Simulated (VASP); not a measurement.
Write the native input for VASP 6.6.1 that does the following.

* Task: relaxation of shape and atoms at fixed volume
* Functional: LDA
* Potentials or basis: VASP PAW LDA potentials, release 64 (Al, N)
* Cutoff: 600 eV
* k mesh: 12 × 12 × 6
* Occupations: gaussian, width 0.03 eV
* Spin: no spin polarisation
* Further INCAR settings: ALGO = Normal; EDIFF = 1e-07; IBRION = 2; EDIFFG = -0.01; NSW = 40; ISIF = 4

The structure of AlN lies in POSCAR:

```
AlN                                     
1.0
    3.1519181703      0.0000000000      0.0000000000
   -1.5759590852      2.7296412062     -0.0000000000
    0.0000000000      0.0000000000      5.0449604146
  Al              N             
     2     2
Direct
     0.3333333332999970    0.6666666667000030    0.9990259567857883
     0.6666666667000030    0.3333333332999970    0.4990259567857884
     0.3333333332999970    0.6666666667000030    0.3809740432142142
     0.6666666667000030    0.3333333332999970    0.8809740432142142
```

The cell isn't the ideal one: a relaxed cell with its volume scaled by 1.06.

The input as run:

INCAR

```
ALGO = Normal
EDIFF = 1E-7
EDIFFG = -0.01
ENCUT = 600
GGA = CA
IBRION = 2
ISIF = 4
ISMEAR = 0
LASPH = T
LCHARG = F
LREAL = F
LWAVE = F
NELM = 80
NSW = 40
PREC = Accurate
SIGMA = 0.03
```

KPOINTS

```
k-points
0
Gamma
  12 12 6
```

Potentials or basis: VASP PAW LDA potentials, release 64 (Al, N).

Command:

```console
$ cat potpaw_LDA.64/Al/POTCAR potpaw_LDA.64/N/POTCAR > POTCAR
$ mpirun -np 1 vasp_std > vasp.out
```

Results of the run:

The energy gained by relaxing is 0.1 meV/atom. The ionic steps are 5. The pressure after relaxing is -11.0 GPa and the band gap on the k mesh is 3.91 eV, direct.

It took 41 s on 1 thread of Intel(R) Xeon(R) 6975P-C (Granite Rapids), on a shared host, peak memory 0.17 GiB.
